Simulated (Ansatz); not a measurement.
# NiO: response to strain

Aim: deform NiO (equal xy, yz and zx engineering shear strains of +1 %) and compute stress, forces and field gradients with LAPW, PAW and all-electron datasets made for the crystal.

Computed with Ansatz 0.2.0 (DFT LDA, scalar-relativistic, unless a step's input says otherwise).

## (1) Starting point

It takes space group Fm-3m (No. 225, cubic). The conventional cell has a = 4.183 Å, b = 4.183 Å, c = 4.183 Å, α = 90.00°, β = 90.00°, γ = 90.00°. Ni (site symmetry m-3m) is surrounded by 6 O at 2.09 Å. Around O (site symmetry m-3m) lie 6 Ni at 2.09 Å.

Structure file:

```cif
data_structure
_symmetry_space_group_name_H-M 'P 1'
_symmetry_Int_Tables_number 1
_cell_length_a 2.9576
_cell_length_b 2.9576
_cell_length_c 2.9576
_cell_angle_alpha 60.000
_cell_angle_beta 60.000
_cell_angle_gamma 60.000
_cell_volume 18.29
loop_
_atom_site_label
_atom_site_type_symbol
_atom_site_fract_x
_atom_site_fract_y
_atom_site_fract_z
_atom_site_occupancy
Ni1 Ni 0.00000 0.00000 0.00000 1
O1 O 0.50000 0.50000 0.50000 1
```

Atoms are numbered in the order of the input: Ni1, O2.

## (2) After the deformation

Space group Fm-3m before, R-3m after.

## (3) All-electron LAPW

Input file input.yaml:

```yaml
crystal:
  lattice:
    - [0.0209131, 2.10176655, 2.10176655]
    - [2.10176655, 0.0209131, 2.10176655]
    - [2.10176655, 2.10176655, 0.0209131]
  atoms:
    - { symbol: Ni, position: [0.0, 0.0, 0.0], spin: 1.5 }
    - { symbol: O, position: [0.5, 0.5, 0.5] }
magnetization:
  spin_polarized: true
kpoints:
  mp_grid: { grid: [17, 17, 17] }
  band_path:
    path:
      - [0.0, 0.0, 0.0]
      - [0.5, 0.5, 0.5]
      - [0.247543133, 0.5, 0.752456867]
      - [-0.247543133, 0.247543133, 0.5]
      - [0.0, 0.0, 0.5]
      - [0.0, 0.0, 0.0]
      - [-0.3737715665, 0.0, 0.3737715665]
      - [0.0, 0.3737715665, 0.6262284335]
      - [0.0, 0.5, 0.5]
    npoints: 5
scf:
  occupations: { method: fermi_dirac, width: 0.03 }
hamiltonian:
  xc: lda
  pseudopotentials: { kind: all_electron, lapw: { basis_error: 0.001 } }
output:
  forces: true
  stress: true
  eigenvalues: true
```

Started as:

```
> ansatz run input.yaml --threads 1 --pin off --max-ram 3072MiB --backend cpu --events-out ev --progress --plain --runs-dir out
```

## (4) Frozen-core PAW

Input file input.yaml:

```yaml
crystal:
  lattice:
    - [0.0209131, 2.10176655, 2.10176655]
    - [2.10176655, 0.0209131, 2.10176655]
    - [2.10176655, 2.10176655, 0.0209131]
  atoms:
    - { symbol: Ni, position: [0.0, 0.0, 0.0], spin: 1.5 }
    - { symbol: O, position: [0.5, 0.5, 0.5] }
magnetization:
  spin_polarized: true
kpoints:
  mp_grid: { grid: [17, 17, 17] }
scf:
  occupations: { method: fermi_dirac, width: 0.03 }
hamiltonian:
  xc: lda
  pseudopotentials: { kind: paw }
output:
  forces: true
  stress: true
  eigenvalues: true
  efg: { contact_densities: true }
```

## (5) All-electron PAW on datasets made for the crystal

Changes to input.yaml since step 4:

```diff
@@ -16,3 +16,3 @@
   xc: lda
-  pseudopotentials: { kind: paw }
+  pseudopotentials: { kind: all_electron, datasets: crystal }
 output:
```

(Steps that only read results are left out.)

Before running it: what results should come out? Wanted: pressure; largest shear or deviatoric stress.

**Answer**, as computed:

```
                                 quantity                                                 value
                                 pressure  LAPW -20.94, PAW -21.17, crystal datasets -21.11 GPa
largest shear or deviatoric stress (LAPW)                                              0.47 GPa
```

The largest part of the stress beyond the pressure is 0.47 GPa in size; the atoms are carried along and not relaxed. No run of the undeformed cell stands beside it, so the pressure holds what the given cell had before the change. LAPW and PAW may have ended on different magnetic states, so their differences aren't read as a measure of the method. LAPW and crystal datasets may have ended on different magnetic states, so their differences aren't read as a measure of the method. The magnetic state is the one reached from the start moments in this cell; it needn't be the ground state. No U acts on the open 3d shell, so the metal found here may be the functional's error.
